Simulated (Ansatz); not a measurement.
Sn: a sweep of one setting

```yaml
crystal:
  lattice:
    - [-1.72654, 1.77555, 2.33834]
    - [1.72654, -1.77555, 2.33834]
    - [1.72654, 1.77555, -2.33834]
  atoms:
    - { symbol: Sn, position: [0.00000, 0.00000, 0.00000] }
```

The conventional cell has a = 3.453 Å, b = 3.551 Å, c = 4.677 Å, α = 90.00°, β = 90.00°, γ = 90.00°. Around Sn (atom 1) lie 12 Sn at 3.41 to 3.55 Å.

Structure from Materials Project entry mp-623511 (possibly hypothetical), not relaxed further.

No spin–orbit coupling, which matters for the heavy atoms here.

The calculation used DFT, PBEsol, PAW with Ansatz's default frozen-core files, scalar-relativistic (Ansatz 0.2.0).

Numerical set-up: a Γ-centred 16×16×16 k mesh, Fermi–Dirac smearing of 0.03 eV, cutoff 420 eV, no spin polarisation; the PAW files were made with PBE, and the program remakes their frozen cores for this functional. One setting is then changed at a time.

P includes the program's estimate of the Pulay (finite-basis) term, listed apart; without it the pressure would be far more sensitive to the cutoff.

| PAW cutoff (eV) | free energy less the base's (meV/atom) | P (GPa) | Pulay term in P (GPa) | Vzz Sn (10²¹ V/m²) |
| --- | --- | --- | --- | --- |
| 420 (base) | 0.0 | -3.57 | 0.03 | 1.25 |
| 200 | 4961 | -3.83 | 160.26 | 1.20 |
| 250 | 502 | -4.13 | 22.34 | 1.29 |
| 300 | 35.2 | -3.41 | 2.39 | 1.27 |
| 500 | -0.7 | -3.58 | 0.00 | 1.25 |
| 800 | -0.9 | -3.58 | 0.00 | 1.25 |
